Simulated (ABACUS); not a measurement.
Runs of ABACUS 3.10.1 on InP. The structure is cubic, space group F-43m (No. 216). Conventional cell: a = 5.861 Å, b = 5.861 Å, c = 5.861 Å, α = 90.00°, β = 90.00°, γ = 90.00°. Around In (site symmetry -43m) lie 4 P at 2.54 Å. P (site symmetry -43m) has 4 In at 2.54 Å as nearest neighbours. 

```csv
task,level,potentials or basis,k mesh,cutoff (eV),path,points for each segment of the path,SCF threshold on the density,eigensolver,symmetry key,gap on the mesh (eV),pressure (GPa),V0 of scaled cells (Å³/atom),B0 (GPa)
equation of state,LDA-PW92,"GBRV ultrasoft 1.5 LDA, plane waves",6 × 6 × 6,544,-,-,1e-08,dav,1,-,-,24.70,(a)
single point,LDA-PW92,"GBRV ultrasoft 1.5 LDA, plane waves",6 × 6 × 6,544,-,-,1e-08,dav,1,0.45,(b),-,-
single point,r2SCAN,"SG15 ONCV 1.2 PBE, DZP LCAO (the cutoffs set its grid)",6 × 6 × 6,1361,-,-,1e-07,genelpa,1,0.95,1.2,-,-
equation of state,r2SCAN,"SG15 ONCV 1.2 PBE, DZP LCAO (the cutoffs set its grid)",6 × 6 × 6,1361,-,-,1e-07,genelpa,1,-,-,25.65,68
```

Alike in all rows: no spin polarisation; cell as given; smearing fermi-dirac 0.05 eV.

Question: Fill in the values left out.

Answer: (a) 70; (b) -1.9.

Caveats: spin-orbit coupling is left out, which moves the levels of the heavy elements (some runs); the atomic orbitals were generated for these runs and aren't a published set (some runs); the potentials were made for another functional, which shifts forces and pressure (some runs); the basis of atomic orbitals isn't converged, which shifts pressures, moduli and gaps (some runs).

A k mesh can miss the band edges, and the runs leave out spin-orbit coupling on In.

Runs at the PBE level aren't shown here.
